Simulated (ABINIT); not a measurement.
A run of ABINIT 10.8.3 (patched build) is set up as follows.

The input run.abi:

```
# Datasets: one volume each
ndtset 7
getwfk -1
scalecart1 3*0.9795861087
scalecart2 3*0.9864848297
scalecart3 3*0.9932883884
scalecart4 3*1.0000000000
scalecart5 3*1.0066227096
scalecart6 3*1.0131594038
scalecart7 3*1.0196128224

# Pseudopotentials
pp_dirpath "./"
pseudos "N.GGA_PBE-JTH.xml, B.GGA_PBE-JTH.xml"

# Structure
acell 2.5639706028 2.5639706028 2.5639706028 Angstrom
rprim
     0.0000000000     0.7071067812     0.7071067812
     0.7071067812     0.0000000000     0.7071067812
     0.7071067812     0.7071067812     0.0000000000
ntypat 2
znucl 7 5
natom 2
typat 1 2
xred
     0.2500000000     0.2500000000     0.2500000000
     0.0000000000     0.0000000000     0.0000000000

# Plane-wave basis
ecut 26.0
pawecutdg 48.0

# k points
kptopt 1
ngkpt 13 13 13
nshiftk 1
shiftk 0.0 0.0 0.0

# Exchange and correlation
ixc -106132
vdw_xc 5

# Bands and occupations
nband 8
occopt 3
tsmear 0.05 eV

# SCF cycle
nstep 100
tolvrs 1.0e-9

# Output
iomode 3
prtwf 1
prtden 0
prteig 0
prtebands 0
enunit 2
```

Potentials or basis: JTH PAW PBE v2.0.

Launch:

```console
$ abinit run.abi > log 2>&1
```

Task: Estimate the equilibrium volume.

Result: 5.90 Å³/atom.

Task: Estimate the bulk modulus.

Result: 384 GPa.

Task: Predict the pressure derivative of the bulk modulus.

Result: 3.8.

Energy against volume, from the lowest point:
```tsv
volume (Å³/atom)	energy (meV/atom)
5.602	18.48
5.721	5.94
5.840	0.00
5.959	0.17
6.078	5.80
6.198	16.40
6.317	31.52
```

Caveat: pressures at fixed basis lie under the slope of the energies; the PAW data sets were made with another functional, which shifts forces and pressure a little; the atomic spheres overlap.

**Measured values to compare with.**

From “Effect of nanostructuration on compressibility of cubic BN”, 2012, arxiv:1208.3664, for a bulk crystal of BN at 300 K: bulk modulus 395 ± 2 GPa.

A measured bulk modulus of BN is 395 GPa (300 K; quoted in “Effect of nanostructuration on compressibility of cubic BN”, 2012, arxiv:1208.3664); the calculated 384 GPa misses it by -2.9 %. The fit is for a static lattice scaled at fixed shape and fixed fractional positions.
